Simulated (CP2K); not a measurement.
Runs of CP2K 2026.2 on CoO. The structure is cubic, space group Fm-3m (No. 225). The conventional cell has a = 4.263 Å, b = 4.263 Å, c = 4.263 Å, α = 90.00°, β = 90.00°, γ = 90.00°. Co (site symmetry m-3m) is surrounded by 6 O at 2.13 Å. O (site symmetry m-3m) is surrounded by 6 Co at 2.13 Å. 

```tsv
task	level	potentials or basis	cell	smearing	EPS_DEFAULT	NGRIDS	CUTOFF of the grids	points a segment of the path (NPOINTS)	bands added on the path	gap on the mesh (eV)	pressure (GPa)	moment (μB)	V0 of scaled cells (Å³/atom)	B0 (GPa)
equation of state	PBE	POTENTIAL_UZH Co GTH-PBE-q17, O GTH-PBE-q6; TZVP-MOLOPT-PBE-GTH basis	as given	fermi-dirac 0.05 eV	1.0E-10	4	850 Ry	-	-	-	-	-	9.67	(b)
single point	PBE	POTENTIAL_UZH Co GTH-PBE-q17, O GTH-PBE-q6; TZVP-MOLOPT-PBE-GTH basis	the cell as VASP's run set it	gaussian 0.02 eV	1.0E-10	4	850 Ry	-	-	none	-0.5	3.00	-	-
band structure	PBE	POTENTIAL_UZH Co GTH-PBE-q17, O GTH-PBE-q6; TZVP-MOLOPT-PBE-GTH basis	as given	fermi-dirac 0.01 eV	1.0E-9	5	850 Ry	8	2	none	-0.5	3.00	-	-
band structure	PBEsol	POTENTIAL_UZH Co GTH-PBE-q17, O GTH-PBE-q6; TZVP-MOLOPT-PBE-GTH basis	as given	fermi-dirac 0.1 eV	1.0E-9	5	850 Ry	10	4	none	-8.8	2.98	-	-
single point	PBE	POTENTIAL_UZH Co GTH-PBE-q17, O GTH-PBE-q6; TZVP-MOLOPT-PBE-GTH basis	as given	fermi-dirac 0.05 eV	1.0E-10	4	850 Ry	-	-	none	-0.3	2.99	-	-
band structure	LDA	GTH_POTENTIALS Co GTH-PADE-q17, O GTH-PADE-q6; TZVP-MOLOPT-PBE-GTH basis	as given	fermi-dirac 0.0259 eV	1.0E-10	4	850 Ry	8	2	none	-19.0	3.00	-	-
band structure	r2SCAN	POTENTIAL_UZH Co GTH-SCAN-q17, O GTH-SCAN-q6; TZVP-MOLOPT-SCAN-GTH basis	as given	fermi-dirac 0.0259 eV	1.0E-10	5	1250 Ry	10	4	none	(c)	3.00	-	-
equation of state	PBEsol	POTENTIAL_UZH Co GTH-PBE-q17, O GTH-PBE-q6; TZVP-MOLOPT-PBE-GTH basis	as given	fermi-dirac 0.05 eV	1.0E-10	5	850 Ry	-	-	-	-	-	9.23	(a)
```

Alike in all rows: spin collinear, ferromagnetic start; k mesh 11 × 11 × 11.

Task: Fill in the values left out.

Result: (a) 208; (b) 184; (c) -7.2.

Caveats: the basis of atomic orbitals isn't converged, which shifts pressures, moduli and gaps; a cell with one magnetic atom can't hold antiferromagnetic order, which such compounds often take (some runs); semilocal functionals often make such compounds metallic where correlation or magnetic order opens a gap, which also shifts bond lengths (some runs); the potentials were made for another functional, which shifts forces and pressure (some runs); so large a pressure means that the cell lies far from this level's equilibrium, or that cutoff or potentials fall short (some runs).

A k mesh can miss the band edges.

A gap of «none» marks a metal or a gap under the smearing width.

Not every run made on this cell is shown here.
